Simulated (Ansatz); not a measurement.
# Sb (R-3m) in Ansatz: single point with HSE06

Aim: the single point of Sb with HSE06.

All numbers are computed with Ansatz 0.2.0; they aren't measurements. Logs are shortened: lines on timing, memory, paths and dates and some standing lists are left out, and cuts for length are marked.

## 1. The structure

Symmetry: R-3m, No. 166, trigonal system. Conventional cell: a = 4.308 Å, b = 4.308 Å, c = 11.274 Å, α = 90.00°, β = 90.00°, γ = 120.00°. Sb (site symmetry 3m) is surrounded by 3 Sb at 2.91 Å.

## 2. Single point, HSE06, spin-orbit coupling, no magnetisation

Contents of input.yaml:

```yaml
crystal:
  lattice:
    - [2.1542, 1.2437279499, 3.758]
    - [-2.1542, 1.2437279499, 3.758]
    - [0.0, -2.4874558998, 3.758]
  atoms:
    - { symbol: Sb, position: [0.76651, 0.76651, 0.76651] }
    - { symbol: Sb, position: [0.23349, 0.23349, 0.23349] }
hamiltonian:
  xc: hse06
  pseudopotentials: { kind: paw_fr }
magnetization:
  noncollinear: true
  spin_orbit: true
kpoints:
  mp_grid: { grid: [4, 4, 4] }
scf:
  occupations: { method: fermi_dirac, width: 0.05 }
output:
  forces: true
  stress: true
  eigenvalues: true
```

Potentials or basis: Ansatz PAW.

On the command line:

```console
ansatz run input.yaml --threads 2 --pin off --max-ram 5632MiB --backend cpu --events-out ev --progress --plain --runs-dir out
```

Output:

```text
Warning: output.stress: scf.convergence.dr2_threshold = 1e-7 eV (the SCF's general default) is looser than the 2e-10 eV advised for a printed stress (1e-10 eV for each atom of the cell: 2). What an SCF threshold leaves in a stress goes as its square root, and in the free energy as the threshold itself, and one threshold admits the most on a small cell: of the crystals measured, under no hybrid functional and no lock of the moments, on runs that ended without the residual-converged pass, on stresses that held no estimate of that error, the worst erred by over 100 MPa in a component at 1e-7 eV an atom and by under 5 at 1e-10. Set scf.convergence.dr2_threshold to 2e-10 eV or tighter. The threshold is an SCF's pass mark: one that does not reach it within its budget of iterations ends unconverged, or closes short of it on a stop that the run arms, and scf.convergence.dr2_threshold's page says what that costs each kind of run
Warning: output.stress: scf.exx.energy_threshold = 1e-6 eV is looser than the 2e-8 eV advised for a stress under a hybrid functional (1e-8 eV for each atom of the cell: 2). Every SCF of the exchange loop can meet its threshold on dr2 while the loop round them stops early: no threshold on dr2 bounds what that leaves in the stress. Set scf.exx.energy_threshold to 2e-8 eV or tighter. The threshold is the loop's pass mark: a loop that does not reach it within its budget of cycles ends unconverged, and scf.exx.energy_threshold's page has the law
Warning: RAYON_NUM_THREADS=2 ignored (pool sized by the plan → 2); use --threads N
Engine: ansatz 0.2.0, x86_64-unknown-linux-gnu
Pseudopotentials: kind: paw_fr
Pseudopotential: Sb, paw_fr, valence charge 15, recommended cutoff 420 eV (normal), Sb.paw.azcp#standard-fr
Functional definition: HSE06
  parameter a = 0.25
  parameter omega = 0.11/bohr
  exchange = pbe_x - a*pbe_x_sr(omega) + a*exact_x_sr(omega)
  correlation = pbe_c
non-collinear run that drives no moment, with spin-orbit: no starting moment large enough to seed its density (crystal.atoms[].spin), no starting occupations that ask for one, no magnetisation constraint and no magnetic field, so the semilocal B_xc is pinned to zero
Crystal: 2 atoms, lattice volume = 60.411 Å³
Basis set: ecut = 420 eV, 1195 PW (Γ), exchange–correlation on 64×64×64 points (8 copies of the dense FFT grid, shifted against one another)
Bands: 38, of which v1, the nominal top of the filled ones, is band 30 counted from 1 (29 counted from 0)
Symmetry: 12 space group operations + 12 with time reversal
Magnetic group: BNS 166.98 (UNI 1328), of the structure as read, at distance tolerance 3.9e-5 Å
k-points: 13 of 64
Projection manifold: j_resolved (fully-relativistic pseudo-atomic orbitals)
Non-local potential: Sb, projectors of the file, l = 0: 2, l = 1: 4, l = 2: 4, l = 3: 4
PAW form: soft (Blöchl's): semilocal exchange-correlation on the pseudo side does not see the compensation charge
PAW frozen core: Sb, regenerated for the run's functional, and the local potential with it (the file was generated under x = pbe(κ = 0.804, μ = 0.2195149727645171), c = pbe(β = 0.06672455060314922))
PAW one-centre angular grid: Sb, 590 points (default); XC on 160 Gauss nodes
Initial density: superposition of atomic densities (chi_scale 0.1, normalization cell)
Initial wavefunctions: pseudopotential atomic-orbital guess
Functional: x = pbe(κ = 0.804, μ = 0.2195149727645171), c = pbe(β = 0.06672455060314922), warm-up for x = pbe(κ = 0.804, μ = 0.2195149727645171) + 0.25 (exact − pbe) at short range (hse, ω = 0.20786987370883472 Å⁻¹), c = pbe(β = 0.06672455060314922); HSE06 as pw.x's `hse` composes it (authors' and Libxc's form: `xc: wpbeh`)
iter 1 solved again at ethr=3.28e-4 eV; its pass at ethr=1.00e-1 eV (dr2=9.85e-2 eV) is discarded
SCF iter   1: F=—  HF=-12973.820794 eV  |F-HF|=—  |Δ(HF+E_count)|=         —  Δρ=1.48e-2  dr2=1.03e-1  dr2_m=0.00e0 (ungated)  ethr=3.28e-4  |M|=0.00e0 ∫|m|=0.00e0 μB  |m|>n=0.0e0 m-floor=0.0e0 τ_xc=0.0e0  β_m=0.30  ⟨swp⟩=6.7  Hψ=3176  notcnv=0
preconditioner: auto → Kerker (q_TF=auto, 2.428 Å⁻¹)  [metal: Δε(μ)=0.096 eV  Ē_g=8.685 eV  σ=0.050 eV  W_gap=0.44  n_scr=14 (ndim 8)  ℏωp=15.1 eV  f_vac=0.000  D(μ)=0.76/eV (n_scr^D=0)]
spin=Noncollinear: Kerker preconditioning applied to the charge; magnetization (m_x, m_y, m_z) channels mix plain (no charge-response kernel on spin).
SCF iter   2: F=—  HF=-12973.821737 eV  |F-HF|=—  |Δ(HF+E_count)|=   9.43e-4  Δρ=1.18e-2  dr2=6.72e-2  dr2_m=0.00e0 (ungated)  ethr=3.28e-4  |M|=0.00e0 ∫|m|=0.00e0 μB  |m|>n=0.0e0 m-floor=0.0e0 τ_xc=0.0e0  β_m=0.59  ⟨swp⟩=2.0  Hψ=936  notcnv=0
iter 3 solved again at ethr=8.96e-6 eV; its pass at ethr=2.24e-4 eV (dr2=2.69e-3 eV) is discarded
SCF iter   3: F=—  HF=-12973.822796 eV  |F-HF|=—  |Δ(HF+E_count)|=   1.06e-3  Δρ=1.77e-3  dr2=2.58e-3  dr2_m=0.00e0 (ungated)  ethr=8.96e-6  |M|=0.00e0 ∫|m|=0.00e0 μB  |m|>n=0.0e0 m-floor=0.0e0 τ_xc=0.0e0  β_m=0.68  ⟨swp⟩=2.6  Hψ=1912  notcnv=0
SCF iter   4: F=—  HF=-12973.823314 eV  |F-HF|=—  |Δ(HF+E_count)|=   5.18e-4  Δρ=7.11e-4  dr2=5.11e-4  dr2_m=0.00e0 (ungated)  ethr=8.60e-6  |M|=0.00e0 ∫|m|=0.00e0 μB  |m|>n=0.0e0 m-floor=0.0e0 τ_xc=0.0e0  β_m=0.84  ⟨swp⟩=2.6  Hψ=916  notcnv=0
SCF iter   5: F=—  HF=-12973.823593 eV  |F-HF|=—  |Δ(HF+E_count)|=   2.79e-4  Δρ=2.11e-4  dr2=2.69e-5  dr2_m=0.00e0 (ungated)  ethr=1.70e-6  |M|=0.00e0 ∫|m|=0.00e0 μB  |m|>n=0.0e0 m-floor=0.0e0 τ_xc=0.0e0  β_m=0.92  ⟨swp⟩=3.0  Hψ=1144  notcnv=0
[... 30 lines left out ...]
SCF iter   2: F=—  HF=-12973.366369 eV  |F-HF|=—  |Δ(HF+E_count)|=   1.45e-6  Δρ=2.56e-5  dr2=2.94e-7  dr2_m=0.00e0 (ungated)  ethr=2.56e-9  |M|=0.00e0 ∫|m|=0.00e0 μB  |m|>n=0.0e0 m-floor=0.0e0 τ_xc=0.0e0  β_m=0.30  ⟨swp⟩=4.1  Hψ=1463  notcnv=0
SCF iter   3: F=—  HF=-12973.366369 eV  |F-HF|=—  |Δ(HF+E_count)|=   5.35e-8  Δρ=1.63e-5  dr2=5.08e-8  dr2_m=0.00e0 (ungated)  ethr=8.55e-10  |M|=0.00e0 ∫|m|=0.00e0 μB  |m|>n=0.0e0 m-floor=0.0e0 τ_xc=0.0e0  β_m=0.59  ⟨swp⟩=2.5  Hψ=906  notcnv=0
SCF iter   4: F=—  HF=-12973.366369 eV  |F-HF|=—  |Δ(HF+E_count)|=   7.57e-8  Δρ=2.42e-6  dr2=2.23e-9  dr2_m=0.00e0 (ungated)  ethr=1.51e-10  |M|=0.00e0 ∫|m|=0.00e0 μB  |m|>n=0.0e0 m-floor=0.0e0 τ_xc=0.0e0  β_m=0.59  ⟨swp⟩=3.5  Hψ=1391  notcnv=0  defer=2
SCF iter   5: F=—  HF=-12973.366369 eV  |F-HF|=—  |Δ(HF+E_count)|=  2.55e-10  Δρ=7.83e-7  dr2=2.02e-10  dr2_m=0.00e0 (ungated)  ethr=5.10e-12  |M|=0.00e0 ∫|m|=0.00e0 μB  |m|>n=0.0e0 m-floor=0.0e0 τ_xc=0.0e0  β_m=0.70  ⟨swp⟩=2.8  Hψ=989  notcnv=0  defer=2
SCF iter   6: F=-12973.366369 eV  HF=-12973.366369 eV  |F-HF|=2.91e-11  |Δ(HF+E_count)|=   1.14e-9  Δρ=3.29e-7  dr2=4.66e-11  dr2_m=0.00e0 (ungated)  ethr=1.00e-12  |M|=0.00e0 ∫|m|=0.00e0 μB  |m|>n=0.0e0 m-floor=0.0e0 τ_xc=0.0e0  ⟨swp⟩=3.6  Hψ=1309  notcnv=0
SCF 3 converged in 6 iterations: F = -12973.366369 eV  dr2 = 4.66e-11
  Residual-converged pass: ⟨swp⟩=2.4  Hψ=896  notcnv=0  max |occ|·‖R‖ = 2.7e-7 eV (tolerance 2.7e-7 eV)  dr2=4.60e-11  dr2_m=0.00e0 (ungated)  dr2_onsite=7.73e-12  max |Δocc| = 1.5e-14
hybrid outer 2: dexx = +9.563e-7 eV, tail = 1.03e-8 eV, Δε = 2.03e-3 eV (about 4.86e-5 eV left of the loop's levels), ΔF = 6.59e-3 eV/Å (tail 9.31e-4)
hybrid SCF converged: 2 outer / 13 inner (+9 warm-up), last move |dexx| = 9.56e-7 eV, tail = 1.03e-8 eV
Magnetization: |M| = 0.0000 μB,  M = (+0.0000, +0.0000, +0.0000) μB
Absolute magnetization: 0.0000 μB (∫|m|)
  site 0: m = (+0.0000, +0.0000, +0.0000) μB, |m| = 0.0000 μB  (R = 1.20 Å)
  site 1: m = (+0.0000, +0.0000, +0.0000) μB, |m| = 0.0000 μB  (R = 1.20 Å)
Free energy (F): -12973.366369 eV
Frozen-core exchange: fock
Harris-Foulkes:  -12973.366369 eV  (|F-HF|=2.91e-11)
Internal energy: -12973.365509 eV  (E = F + TS)
E sigma→0 (E₀):  -12973.365939 eV
Entropy (-TS):   -0.000860 eV (-0.430 meV/atom)
Fermi energy:    9.764452 eV
--- Per-component energies (eV) ---
  E_band       = -398.705921
  E_kinetic    = 413.221963
  E_local      = -3192.042051  (includes V_loc(G=0)·N_el)
  E_nonlocal   = 724.251928
  E_hartree    = 1450.184846
  E_xc         = -222.610585
  E_vxc        = -155.415664  (∫ρ·V_xc dr)
  E_exx        = -81.031239  (= α·E_x^exact, valence–valence)
  E_paw        = -9130.532093  (= ΣΔE_a)
  E_vpaw       = -927.028971  (= ΣTr[D̂ρ^β])
  E_aug_tail   = -0.000003  (compensation charges beyond the density's cutoff)
  E_ewald      = -2934.870052
  E_core_change = 0.061777  (= ΣΔE_core)
  E_smearing   = -0.000860  (= −TS)
  E_closure    = 0.000000  (closes the sum)
  Σ components = -12973.366369   (vs F -12973.366369, Δ=0.00e0)
--- Forces (eV/Å), atoms counted from 1 ---
  atom   1  Sb     0.00000000     0.00000000     0.30076482
  atom   2  Sb     0.00000000     0.00000000    -0.30076482
  max |Σ_I F_I| component: 2.31e-18 eV/Å
--- Stress (GPa, compression-positive) ---
        1.021928       0.000000       0.000000
       -0.000000       1.021928       0.000000
        0.000000       0.000000       0.378229
  P = ⅓ Tr σ = 0.8074 GPa (8.074 kbar)
--- Band table (eV; the first three rows and the last of 13) ---
  k-point 0: bands = ["-22.6508", "-22.6508", "-22.6220", "-22.6220", "-22.5989", "-22.5989", "-22.5743", "-22.5743", "-21.4081", "-21.4081", "-21.3902", "-21.3902", "-21.3871", "-21.3871", "-21.2651", "-21.2651", "-21.2617", "-21.2617", "-21.2606", "-21.2606", "-4.2078", "-4.2078", "4.8592", "4.8592", "7.1701", "7.1701", "7.9667", "7.9667", "8.1639", "8.1639", "12.1824", "12.1824", "13.0459", "13.0459", "13.4072", "13.4072", "15.5380", "15.5380"]
  k-point 1: bands = ["-22.6418", "-22.6418", "-22.6184", "-22.6184", "-22.5962", "-22.5962", "-22.5766", "-22.5766", "-21.3974", "-21.3974", "-21.3894", "-21.3894", "-21.3596", "-21.3596", "-21.2942", "-21.2942", "-21.2780", "-21.2780", "-21.2650", "-21.2650", "-3.4427", "-3.4427", "2.2553", "2.2553", "7.4037", "7.4037", "7.9058", "7.9058", "8.8605", "8.8605", "11.1957", "11.1957", "11.7923", "11.7923", "11.8820", "11.8820", "15.3881", "15.3881"]
  k-point 2: bands = ["-22.6304", "-22.6304", "-22.6176", "-22.6176", "-22.5891", "-22.5891", "-22.5827", "-22.5827", "-21.3851", "-21.3851", "-21.3694", "-21.3694", "-21.3315", "-21.3315", "-21.3273", "-21.3273", "-21.2944", "-21.2944", "-21.2866", "-21.2866", "-1.5526", "-1.5526", "-0.7611", "-0.7611", "7.6492", "7.6492", "7.7947", "7.7947", "9.5542", "9.5542", "9.9657", "9.9657", "10.4224", "10.4224", "10.6975", "10.6975", "18.2036", "18.2036"]
  k-point 12: bands = ["-22.6390", "-22.6390", "-22.6033", "-22.6033", "-22.6026", "-22.6026", "-22.5818", "-22.5818", "-21.3937", "-21.3937", "-21.3690", "-21.3690", "-21.3607", "-21.3607", "-21.2959", "-21.2959", "-21.2885", "-21.2885", "-21.2820", "-21.2820", "-2.4639", "-2.4639", "-0.0697", "-0.0697", "8.0877", "8.0877", "8.6654", "8.6654", "9.5289", "9.5289", "10.1536", "10.1536", "10.4718", "10.4718", "11.2484", "11.2484", "17.6388", "17.6388"]
```

Run time: 2.2 min. Hardware: 2 threads of Intel Xeon at 2.70GHz, shared host; peak memory 1.5 GiB.

What came out:

- Free energy: -12973.3664 eV
- Pressure: 0.8 GPa
- Largest force: 0.301 eV/Å
- Band gap on the k mesh: 0.41 eV, direct

Forces in eV/Å, atoms in the order of the input:
```
Sb   0.000  0.000  0.301
Sb   0.000  0.000 -0.301
```

Stress tensor (GPa, compression positive):
```
1.02 0.00 0.00
0.00 1.02 0.00
0.00 0.00 0.38
```

Caveat: the k mesh is coarse (spacing up to 0.44 Å⁻¹), so the values aren't converged, least of all with exact exchange; the PAW data sets come from PBE, with cores solved anew for the run's functional, which leaves a small shift of forces and pressure; the thresholds are loose for stress.
